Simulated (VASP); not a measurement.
# From VASP inputs to Ansatz: SnTe (strained rocksalt)

INCAR

```
LELF = .TRUE.
NSW = 0
EDIFF = 1E-7
IBRION = -1
GGA = PE
NBANDS = 17
LASPH = .TRUE.
PREC = Accurate
NELM = 120
LCHARG = .TRUE.
LWAVE = .FALSE.
LREAL = .FALSE.
ISIF = 2
SIGMA = 0.02
ISMEAR = -1
ENCUT = 520
```

KPOINTS

```
KPOINTS created by Atomic Simulation Environment
0
Gamma
8 8 8
0 0 0
```

KPOINTS_OPT

```
special points
7
Reciprocal
0.0000000000 0.0000000000 0.0000000000 1
0.5000000000 0.0000000000 0.5000000000 1
0.6250000000 0.2500000000 0.6250000000 1
0.3750000000 0.3750000000 0.7500000000 1
0.5000000000 0.5000000000 0.5000000000 1
0.5000000000 0.2500000000 0.7500000000 1
0.0000000000 0.0000000000 0.5000000000 1
```

POSCAR

```
Sn Te
 1.0000000000000000
     0.0000000000000000    3.2531169524000001    3.1842697424000002
     3.2531169524000001    0.0000000000000000    3.1842697424000002
     3.2531169524000001    3.2531169524000001    0.0000000000000000
 Sn  Te
   1   1
Cartesian
  0.0000000000000000  0.0000000000000000  0.0000000000000000
  3.2531169524000010  3.2531169524000010  3.1842697424000010
```

VASP ran with the recommended PBE PAW datasets (20 valence electrons in the cell).

Q: Write an Ansatz input for this cell and level of theory.

A: 

```yaml
crystal:
  lattice:
    - [0.0, 3.2531169524, 3.1842697424]
    - [3.2531169524, 0.0, 3.1842697424]
    - [3.2531169524, 3.2531169524, 0.0]
  atoms:
    - { symbol: Sn, position: [0.0, 0.0, 0.0] }
    - { symbol: Te, position: [0.5, 0.5, 0.5] }
kpoints:
  mp_grid: { grid: [8, 8, 8] }
  band_path:
    path:
      - [0.0, 0.0, 0.0]
      - [0.5, 0.0, 0.5]
      - [0.625, 0.25, 0.625]
      - [0.375, 0.375, 0.75]
      - [0.5, 0.5, 0.5]
      - [0.5, 0.25, 0.75]
      - [0.0, 0.0, 0.5]
    npoints: 1
hamiltonian:
  xc: pbe
scf:
  occupations: { method: fermi_dirac, width: 0.02 }
  n_extra_bands: 4
output:
  forces: true
  stress: true
  eigenvalues: true
```

Other inputs would serve too.

|  | VASP | Ansatz |
| --- | --- | --- |
| gap between bands v and c | 0.09 eV | 0.09 eV |
| least direct gap | 0.09 eV | 0.09 eV |
| pressure | -0.8 GPa | -0.8 GPa |

Datasets and cutoffs are each program's own. VASP's cell holds 20 valence electrons and Ansatz's 30. Ansatz's stress includes a Pulay correction; VASP's doesn't.
